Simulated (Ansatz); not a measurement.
**Ti: a line through a two-coordinate scan**

Aim: follow the energy of Ti (Im-3m, No. 229; 1 atom in the cell) along one coordinate, c/a of the conventional cell, with the other held at volume per atom = 14.49 Å³.

Program: Ansatz 0.2.0. Level of theory: DFT PBE, scalar-relativistic, plane waves, PAW. These are calculated values, not measurements.

27 further runs of the same task are left out: 27 set aside as unsound or not needed.

### 1 Starting point

The structure is cubic, space group Im-3m (No. 229). The conventional cell has a = 3.255 Å, b = 3.255 Å, c = 3.255 Å, α = 90.00°, β = 90.00°, γ = 90.00°. Ti (site symmetry m-3m) has 8 Ti at 2.82 Å as nearest neighbours.

As a file:

```
CELL_PARAMETERS angstrom
-1.62762 1.62762 1.62762
1.62762 -1.62762 1.62762
1.62762 1.62762 -1.62762
ATOMIC_POSITIONS crystal
Ti 0.00000 0.00000 0.00000
```

It is the result of an earlier relaxation at this level (volume 17.25 Å³/atom; gap on the mesh: none (metal)).

### 2 Plan of the line

The energy is mapped over volume and the cell's shape.

First coordinate, volume per atom: 7 values from 14.49 to 20.01 Å³. Second coordinate, c/a of the conventional cell: 9 values from 0.861 to 1.566.

Nothing else is relaxed (symmetry fixes all fractional coordinates). Energies count from the relaxed crystal. Points are written as (first, second).

### 3 The run at (14.49 Å³, 0.861)

File input.yaml:

```yaml
crystal:
  lattice:
    - [-1.6141658004, 1.6141658004, 1.3901195873]
    - [1.6141658004, -1.6141658004, 1.3901195873]
    - [1.6141658004, 1.6141658004, -1.3901195873]
  atoms:
    - { symbol: Ti, position: [0.0, 0.0, 0.0] }
basis:
  ecutwfc: 520.0
kpoints:
  mp_grid: { grid: [22, 22, 22] }
hamiltonian:
  xc: pbe
  pseudopotentials: { kind: paw, azcp: { folder: soft_1 } }
scf:
  occupations: { method: gaussian, width: 0.15 }
output:
  forces: true
  stress: true
  eigenvalues: true
```

Run with:

```bash
> ansatz run input.yaml --threads 1 --pin off --max-ram 2048MiB --backend cpu --events-out ev --progress --plain --runs-dir out
```

The session goes on with these runs: the other points of the line.

What does the calculation give? Wanted: for each run, c/a of the conventional cell; energy; slope; pressure.

As calculated:

```
c/a of the conventional cell  step  energy (meV/atom)  slope (meV/atom per unit)  pressure (GPa)
                       0.861     3                175                         13           24.66
                       0.928     4                185                        143           24.83
                       1.000     5                189                          0           24.70
                       1.078     6                188                        −24           24.88
                       1.161     7                184                        −69           25.58
                       1.251     8                174                       −136           26.26
                       1.348     –                164                        −68           26.55
                       1.453     9                162                         37           26.59
                       1.566    10                170                         88           26.33
```

Energies count from the relaxed crystal. Rows without a step come from runs not printed here or follow by symmetry. Slopes come from the forces (and the stress, where the cell changes), not from differences of energies.

In words: Along the line the energy is lowest at 1.453, 162 meV/atom from the zero. Energies and slopes round the minimum, fitted together, put the minimum at 1.4142, with a curvature of about 1000 meV/atom per (unit)². The highest point computed, at 1.000, lies 27 meV/atom above the lowest. This is one cut through a surface in two coordinates; the map's lowest point lies off it.
